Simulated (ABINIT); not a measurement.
# AlAs (F-43m): changed settings of a GW run in ABINIT

A base run on AlAs (F-43m), then changed inputs.

Method: PBE and many-body steps on it, plane waves, in ABINIT 10.8.3.

## (1) Set-up

The structure is cubic, space group F-43m (No. 216). Conventional cell: a = 5.661 Å, b = 5.661 Å, c = 5.661 Å, α = 90.00°, β = 90.00°, γ = 90.00°. Al has 4 As at 2.45 Å nearest. Nearest to As lie 4 Al at 2.45 Å. Farther neighbours are not listed.

The cell and positions come from the Crystallography Open Database and are kept as given unless a step says otherwise.

## (2) Screening, 4×4×4 mesh, 148 bands, screening to 190.5 eV

This step: ABINIT 10.8.3; RPA screening on PBE, plane waves, norm-conserving pseudopotentials.

The RPA dielectric matrix is built and inverted for each q.

run.abi reads:

```
acell 3*1.0 Angstrom
rprim 
  0.000000000000 2.830400000000 2.830400000000
  2.830400000000 0.000000000000 2.830400000000
  2.830400000000 2.830400000000 -0.000000000000
ntypat 2
znucl 13 33
natom 2
typat 1 2
xred 
  0.000000000000 0.000000000000 0.000000000000
  0.250000000000 0.250000000000 0.250000000000
pp_dirpath "pseudos"
pseudos "Al.upf, As.upf"
ecut 44
ngkpt 4 4 4
nshiftk 1
shiftk 0 0 0
kptopt 1
chksymbreak 0
istwfk *1
occopt 1
irdwfk 1
optdriver 3
nband 148
ecuteps 7
inclvkb 2
awtr 1
symchi 1
indata_prefix "in"
outdata_prefix "out"
tmpdata_prefix "tmp"
```

On the command line:

```console
> OMP_NUM_THREADS=1 mpirun -n 8 abinit run.abi > log
```

Output:

```text
.Version 10.8.3 of ABINIT. v10.8.2 released Aug 2026.

 Symmetries : space group F-4 3 m (#216); Bravais cF (face-center cubic)
[... echo of the input left out ...]
== DATASET  1 ==================================================================
-   mpi_nproc: 8, omp_nthreads: 1 (-1 if OMP is not activated)

--- !DatasetInfo
iteration_state: {dtset: 1, }
dimensions: {natom: 2, nkpt: 8, mband: 148, nsppol: 1, nspinor: 1, nspden: 1, mpw: 4314, }
cutoff_energies: {ecut:  44.0, pawecutdg:  -1.0, }
electrons: {nelect:   2.60000000E+01, charge:   0.00000000E+00, occopt:   1.00000000E+00, tsmear:   1.00000000E-02, }

 SCREENING: Calculation of the susceptibility and dielectric matrices

 Based on a program developped by R.W. Godby, V. Olevano, G. Onida, and L. Reining.
 Incorporated in ABINIT by V. Olevano, G.-M. Rignanese, and M. Torrent.
.Using double precision arithmetic ; gwpc =  8

[... cell and pseudopotentials left out ...]
--------------------------------------------------------------------------------

 ==== K-mesh for the wavefunctions ====
 Number of points in the irreducible wedge :     8
[... list of points left out ...]
 Together with 24 symmetry operations and time-reversal symmetry
 yields    64 points in the full Brillouin Zone.

 ==== Q-mesh for the screening function ====
 Number of points in the irreducible wedge :     8
[... list of points left out ...]
 Together with 24 symmetry operations and time-reversal symmetry
 yields    64 points in the full Brillouin Zone.

 setmesh: FFT mesh size selected  =    32x   32x   32
          total number of points  =        32768

 vcoul_init : cutoff-mode = AUXILIARY_FUNCTION
 q-points for optical limit:   1
     1)      0.000010    0.000020    0.000030

- screening: taking advantage of time-reversal symmetry
- Maximum band index for partially occupied states nbvw = 13
- Remaining bands to be divided among processors   nbcw = 135
- Number of bands treated by each node ~16

 Number of electrons calculated from density =   26.0000; Expected =   26.0000
 average of density, n =  0.084958
 r_s =    1.4111
 omega_plasma =   28.1162 [eV]

 calculating chi0 at frequencies [eV] :
  1    0.000000E+00    0.000000E+00
  2    0.000000E+00    2.811624E+01

--------------------------------------------------------------------------------
  q-point number  1        q = ( 0.000000, 0.000000, 0.000000) [r.l.u.]
--------------------------------------------------------------------------------
[... chi0 elements left out ...]
 For q-point:  0.000010 0.000020 0.000030
  dielectric constant =  14.2193
  dielectric constant without local fields =  15.9582

  Average fulfillment of the sum rule on Im[epsilon] for q-point    1 :     49.04  [%]
[... wings left out ...]
  q-point number  2        q = ( 0.250000, 0.000000, 0.000000) [r.l.u.]
--------------------------------------------------------------------------------
[... chi0 elements left out ...]
  Average fulfillment of the sum rule on Im[epsilon] for q-point    2 :     54.53  [%]

 [... 6 further q-points ...]
```

Wall time 83 s (8 MPI ranks of Arm Neoverse N1, shared host); peak memory 1.8 GiB.

This step gave:

```yaml
eps_infinity_with_local_fields_on_this_mesh_along_the_program_s_q_direction: 14.22
the_same_without_local_fields: 15.96
plasma_frequency: 28.12 eV
plane_waves_in_the_screening_matrix: 283
```

Local fields lower ε∞ by 11 %. On a Γ-centred mesh this coarse the value itself is usually too large, while a short band sum pulls it down.

## (3) Base

The self-energy is evaluated for the states that the input lists, and the levels follow from it, in one-shot runs by the linearised quasiparticle equation.

This step: G0W0 on PBE, plane waves, norm-conserving pseudopotentials.

run.abi: that of step 2 with these lines changed.

```diff
@@ -23,8 +23,17 @@
 irdwfk 1
-optdriver 3
+optdriver 4
 nband 148
+gwcalctyp 0
+ecutsigx 44
+symsigma 1
+nkptgw 2
+kptgw 
+  0.0000000000 0.0000000000 0.0000000000
+  0.5000000000 0.5000000000 0.0000000000
+bdgw 
+  11 17
+  12 15
 ecuteps 7
-inclvkb 2
-awtr 1
-symchi 1
+irdscr 1
+ppmodel 1
 indata_prefix "in"
```

Output:

```text
.Version 10.8.3 of ABINIT. v10.8.2 released Aug 2026.

 Symmetries : space group F-4 3 m (#216); Bravais cF (face-center cubic)
[... echo of the input left out ...]
== DATASET  1 ==================================================================
-   mpi_nproc: 8, omp_nthreads: 1 (-1 if OMP is not activated)

--- !DatasetInfo
iteration_state: {dtset: 1, }
dimensions: {natom: 2, nkpt: 8, mband: 148, nsppol: 1, nspinor: 1, nspden: 1, mpw: 4314, }
cutoff_energies: {ecut:  44.0, pawecutdg:  -1.0, }
electrons: {nelect:   2.60000000E+01, charge:   0.00000000E+00, occopt:   1.00000000E+00, tsmear:   1.00000000E-02, }

 SIGMA: Calculation of the GW corrections

 Based on a program developped by R.W. Godby, V. Olevano, G. Onida, and L. Reining.
 Incorporated in ABINIT by V. Olevano, G.-M. Rignanese, and M. Torrent.
.Using double precision arithmetic ; gwpc =  8

[... cell and pseudopotentials left out ...]
--------------------------------------------------------------------------------

 ==== K-mesh for the wavefunctions ====
 Number of points in the irreducible wedge :     8
[... list of points left out ...]
 Together with 24 symmetry operations and time-reversal symmetry
 yields    64 points in the full Brillouin Zone.

 ==== Q-mesh for screening function ====
 Number of points in the irreducible wedge :     8
[... list of points left out ...]
 Together with 24 symmetry operations and time-reversal symmetry
 yields    64 points in the full Brillouin Zone.

 vcoul_init : cutoff-mode = AUXILIARY_FUNCTION
 q-points for optical limit:   1
     1)      0.000010    0.000020    0.000030
 setmesh: FFT mesh size selected  =    45x   45x   45
          total number of points  =        91125

 Number of electrons calculated from density =   26.0000; Expected =   26.0000
 average of density, n =  0.084958
 r_s =    1.4111
 omega_plasma =   28.1162 [eV]

 === KS Band Gaps ===
  >>>> For spin  1
   Minimum direct gap =   2.0442 [eV], located at k-point      :   0.0000  0.0000  0.0000
   Fundamental gap    =   1.4358 [eV], Top of valence bands at :   0.0000  0.0000  0.0000
                                       Bottom of conduction at :   0.5000  0.5000  0.0000
 SIGMA fundamental parameters:
 PLASMON POLE MODEL  1
 number of plane-waves for SigmaX                 4279
 number of plane-waves for SigmaC and W            283
 number of plane-waves for wavefunctions          4279
 number of bands                                   148
 number of independent spin polarizations            1
 number of spinorial components                      1
 number of k-points in IBZ                           8
 number of q-points in IBZ                           8
 number of symmetry operations                      24
 number of k-points in BZ                           64
 number of q-points in BZ                           64
 number of frequencies for dSigma/dE                 9
 frequency step for dSigma/dE [eV]                0.25
 number of omega for Sigma on real axis              0
 max omega for Sigma on real axis  [eV]           0.00
 zcut for avoiding poles [eV]                     0.10

 EPSILON^-1 parameters (SCR file):
 dimension of the eps^-1 matrix on file            283
 dimension of the eps^-1 matrix used               283
 number of plane-waves for wavefunctions          4279
 number of bands                                   148
 number of q-points in IBZ                           8
 number of frequencies                               2
 number of real frequencies                          1
 number of imag frequencies                          1

 matrix elements of self-energy operator (all in [eV])

 Perturbative Calculation

--- !SelfEnergy_ee
iteration_state: {dtset: 1, }
kpoint     : [   0.000,    0.000,    0.000, ]
spin       : 1
KS_gap     :    2.044
QP_gap     :    2.788
Delta_QP_KS:    0.744
data: !SigmaeeData |
     Band     E0 <VxcDFT>   SigX SigC(E0)      Z dSigC/dE  Sig(E)    E-E0       E
       11   4.434 -13.057 -14.997   1.174   0.786  -0.272 -13.660  -0.603   3.831
       12   4.434 -13.057 -14.997   1.174   0.786  -0.272 -13.660  -0.603   3.831
       13   4.434 -13.057 -14.997   1.174   0.786  -0.272 -13.660  -0.603   3.831
       14   6.478 -11.857  -7.665  -4.014   0.795  -0.258 -11.716   0.142   6.619
       15   8.727  -9.563  -5.073  -4.395   0.781  -0.280  -9.489   0.075   8.801
       16   8.727  -9.563  -5.073  -4.395   0.781  -0.280  -9.489   0.075   8.801
       17   8.727  -9.563  -5.073  -4.395   0.781  -0.280  -9.489   0.075   8.801

--- !SelfEnergy_ee
iteration_state: {dtset: 1, }
kpoint     : [   0.500,    0.500,    0.000, ]
spin       : 1
KS_gap     :    3.609
QP_gap     :    4.315
Delta_QP_KS:    0.706
data: !SigmaeeData |
     Band     E0 <VxcDFT>   SigX SigC(E0)      Z dSigC/dE  Sig(E)    E-E0       E
       12   2.260 -11.610 -14.419   1.765   0.765  -0.307 -12.409  -0.798   1.462
       13   2.260 -11.610 -14.419   1.765   0.765  -0.307 -12.409  -0.798   1.462
       14   5.870  -8.423  -4.736  -3.802   0.803  -0.246  -8.515  -0.093   5.777
       15   6.735  -9.140  -5.244  -3.856   0.801  -0.249  -9.109   0.031   6.766

== END DATASET(S) ==============================================================
================================================================================

 -outvars: echo values of variables after computation  --------
           etotal      0.0000000000E+00
            nband         148
             nkpt           8
          spgroup         216
 [... the other variables as echoed above ...]

 Calculation completed.
```

It took 20 s on 8 MPI ranks; peak memory 1.7 GiB; 2.7 min of CPU time.

Numbers from this step:

| Property | Result |
| --- | --- |
| G0W0 gap on the points computed | 1.946 eV |
| starting gap on the mesh | 1.436 eV |
| k of the valence top | 0, 0, 0 |
| k of the conduction bottom | 0.5, 0.5, 0 |
| Z at the valence top | 0.786 |
| Z at the conduction bottom | 0.803 |
| least direct G0W0 gap on the computed points | 2.788 eV |

The gap on the mesh goes from 1.44 eV to 1.95 eV, a correction of +0.51 eV.

## (4) Coulomb singularity

run.abi: that of step 3 with these lines changed.

```diff
@@ -38,2 +38,3 @@
 ppmodel 1
+gw_icutcoul 7
 indata_prefix "in"
```

Output:

```text
.Version 10.8.3 of ABINIT. v10.8.2 released Aug 2026.

 Symmetries : space group F-4 3 m (#216); Bravais cF (face-center cubic)
[... echo of the input left out ...]
== DATASET  1 ==================================================================
-   mpi_nproc: 8, omp_nthreads: 1 (-1 if OMP is not activated)

--- !DatasetInfo
iteration_state: {dtset: 1, }
dimensions: {natom: 2, nkpt: 8, mband: 148, nsppol: 1, nspinor: 1, nspden: 1, mpw: 4314, }
cutoff_energies: {ecut:  44.0, pawecutdg:  -1.0, }
electrons: {nelect:   2.60000000E+01, charge:   0.00000000E+00, occopt:   1.00000000E+00, tsmear:   1.00000000E-02, }

 SIGMA: Calculation of the GW corrections

 Based on a program developped by R.W. Godby, V. Olevano, G. Onida, and L. Reining.
 Incorporated in ABINIT by V. Olevano, G.-M. Rignanese, and M. Torrent.
.Using double precision arithmetic ; gwpc =  8

[... cell and pseudopotentials left out ...]
--------------------------------------------------------------------------------

 ==== K-mesh for the wavefunctions ====
 Number of points in the irreducible wedge :     8
[... list of points left out ...]
 Together with 24 symmetry operations and time-reversal symmetry
 yields    64 points in the full Brillouin Zone.

 ==== Q-mesh for screening function ====
 Number of points in the irreducible wedge :     8
[... list of points left out ...]
 Together with 24 symmetry operations and time-reversal symmetry
 yields    64 points in the full Brillouin Zone.

 vcoul_init : cutoff-mode = AUX_GB
 q-points for optical limit:   1
     1)      0.000010    0.000020    0.000030
 setmesh: FFT mesh size selected  =    45x   45x   45
          total number of points  =        91125

 Number of electrons calculated from density =   26.0000; Expected =   26.0000
[...]
number of omega for Sigma on real axis              0
 max omega for Sigma on real axis  [eV]           0.00
 zcut for avoiding poles [eV]                     0.10

 EPSILON^-1 parameters (SCR file):
 dimension of the eps^-1 matrix on file            283
 dimension of the eps^-1 matrix used               283
 number of plane-waves for wavefunctions          4279
 number of bands                                   148
 number of q-points in IBZ                           8
 number of frequencies                               2
 number of real frequencies                          1
 number of imag frequencies                          1

 matrix elements of self-energy operator (all in [eV])

 Perturbative Calculation

--- !SelfEnergy_ee
iteration_state: {dtset: 1, }
kpoint     : [   0.000,    0.000,    0.000, ]
spin       : 1
KS_gap     :    2.044
QP_gap     :    2.790
Delta_QP_KS:    0.746
data: !SigmaeeData |
     Band     E0 <VxcDFT>   SigX SigC(E0)      Z dSigC/dE  Sig(E)    E-E0       E
       11   4.434 -13.057 -15.053   1.200   0.785  -0.274 -13.683  -0.625   3.808
       12   4.434 -13.057 -15.053   1.200   0.785  -0.274 -13.683  -0.625   3.808
       13   4.434 -13.057 -15.053   1.200   0.785  -0.274 -13.683  -0.625   3.808
[...]
--- !SelfEnergy_ee
iteration_state: {dtset: 1, }
kpoint     : [   0.500,    0.500,    0.000, ]
spin       : 1
KS_gap     :    3.609
QP_gap     :    4.316
Delta_QP_KS:    0.707
data: !SigmaeeData |
     Band     E0 <VxcDFT>   SigX SigC(E0)      Z dSigC/dE  Sig(E)    E-E0       E
[...]
14   5.870  -8.423  -4.736  -3.828   0.802  -0.247  -8.536  -0.113   5.756
       15   6.735  -9.140  -5.244  -3.882   0.800  -0.251  -9.129   0.011   6.745

== END DATASET(S) ==============================================================
================================================================================

 -outvars: echo values of variables after computation  --------
           etotal      0.0000000000E+00
            nband         148
             nkpt           8
          spgroup         216
 [... the other variables as echoed above ...]

 Calculation completed.
```

Elapsed: 20 s, on 8 MPI ranks; peak memory 1.7 GiB; 2.7 min of CPU time.

Numbers from this step:

```yaml
g0w0_gap_on_the_points_computed: 1.948 eV
starting_gap_on_the_mesh: 1.436 eV
k_of_the_valence_top: 0, 0, 0
k_of_the_conduction_bottom: 0.5, 0.5, 0
z_at_the_valence_top: 0.785
z_at_the_conduction_bottom: 0.802
least_direct_g0w0_gap_on_the_computed_points: 2.791 eV
```

Against G0W0 in ABINIT (4×4×4 mesh, 148 bands, screening to 190.5 eV, Godby-Needs plasmon pole), the gap moves by +0.002 eV.

## (5) The runs together

Times are wall times on 8 MPI ranks of Arm Neoverse N1, shared host, good to a factor of about two. A run's time includes the screening step that it read.

```
                run   mesh  bands  screening cutoff (eV)  DFT gap (eV)  gap on the mesh (eV)  direct (eV)  ε∞ used     time
               base  4×4×4    148                  190.5         1.436                 1.946        2.788    14.22  1.7 min
Coulomb singularity  4×4×4    148                  190.5         1.436                 1.948        2.791    14.22  1.7 min
```

## (6) What came out

| Quantity | Value |
| --- | --- |
| base | 1.946 eV |
| Coulomb singularity | 1.948 eV |
| known limits | not at the basis limit; no spin-orbit coupling; coarse k mesh |

In words: Coulomb singularity: +0.002 eV against base (keys changed: gw_icutcoul). Bands and cutoff are finite, so the gap is not at the basis limit. The miss can reach some tenths of an eV and take either sign; the mesh is an error of its own. In the G0W0 runs levels were corrected at 2 k points alone, so a gap called «on the mesh» is the least over those, and an edge elsewhere would be missed. The 4×4×4 mesh is coarse for this cell, which bears on the long-range parts of exchange and screening. The many-body steps are scalar-relativistic: spin-orbit coupling is not in them.

[Paths, hosts, dates, memory and timing lines, banners, echoed tables and standing remarks are left out of the program output.]

[Logs are printed without paths, hosts, clocks, repeated set-up lines and the standing remarks that a program may print on its own settings, such as how far it seeks lower states.]

[Runs of the session that timed out or met a known fault of the program may be left out.]

[Hosts, paths, dates, database ids (printed as entryN), source tags and the programs' standing remarks are cut or masked in the printed files.]

[G0W0 gaps are taken among the corrected bands and points alone; a level outside them can change the order at an edge.]

[Where Ansatz stands beside ABINIT at settings called matched, ABINIT's density can come from a denser mesh and the files from another edition; pairs whose starting gaps differed by over 0.03 eV were left out, so agreement reads better than it is.]
